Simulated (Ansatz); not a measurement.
# A Si vacancy next to a Si vacancy in diamond Si, 214 atoms, charge 0

All numbers come from Ansatz (PAW, plane waves, no spin–orbit coupling) at the single k point (¼, ¼, ¼) without its symmetry partners. The atoms were relaxed with PBEsol in a fixed cell; other functionals are single points on those atoms unless said otherwise. The valence top and gap of the host come from its small cell on a dense mesh, with the band extrema sought between the mesh points, lined up by the mean potential, PBEsol gap 0.46 eV, HSE06 gap 1.13 eV.

Cell: a = 16.298 Å, b = 16.298 Å, c = 16.298 Å, α = 90.00°, β = 90.00°, γ = 90.00°.

Nearest atoms after relaxation, from the placed atom (for vacancies from the middle of the vacant sites): Si at 2.54 Å, Si at 2.54 Å, Si at 2.74 Å, Si at 2.75 Å, Si at 2.75 Å, Si at 2.75 Å.

Chemical potentials μ are those of reference phases of the elements at zero temperature by the same functional (the usual solids, diamond for C, grey Sn, and the molecules H2, N2, O2, F2, Cl2, Br2 and S8).

```
functional  E(defect) − E(host) − Σ nμ + q·E_VBM (eV)  monopole (eV)  alignment (eV)  formation energy at E_F = VBM (eV)  moment (μB)             wall time, shared host
    PBEsol                                       5.17           0.00            0.00                                5.17  0 (no spin)  46 s on NVIDIA GB300 (relaxation)
```

Estimate the formation energy and moment that HSE06 gives on these atoms.

6.36 eV at E_F = VBM, moment 0 (no spin).

HSE06 one-electron levels near the gap (the ten most localised at most), from the host's valence top:

```csv
level (eV),spin,filling,atoms sharing it,element of the atom with most weight
-0.30,both,2.00,171.2,spread
-0.25,both,2.00,178.3,spread
0.13,both,2.00,30.5,Si
0.60,both,0.00,28.1,Si
0.89,both,0.00,26.3,Si
1.17,both,0.00,37.1,Si
1.32,both,0.00,205.3,spread
1.34,both,0.00,211.6,spread
1.37,both,0.00,201.4,spread
```

The runs had no spin polarisation though PBEsol leaves holes or close levels at the Fermi level; a state of higher spin may be lower.

One k point and a cell of this size can leave errors of several tenths of an eV in such numbers.
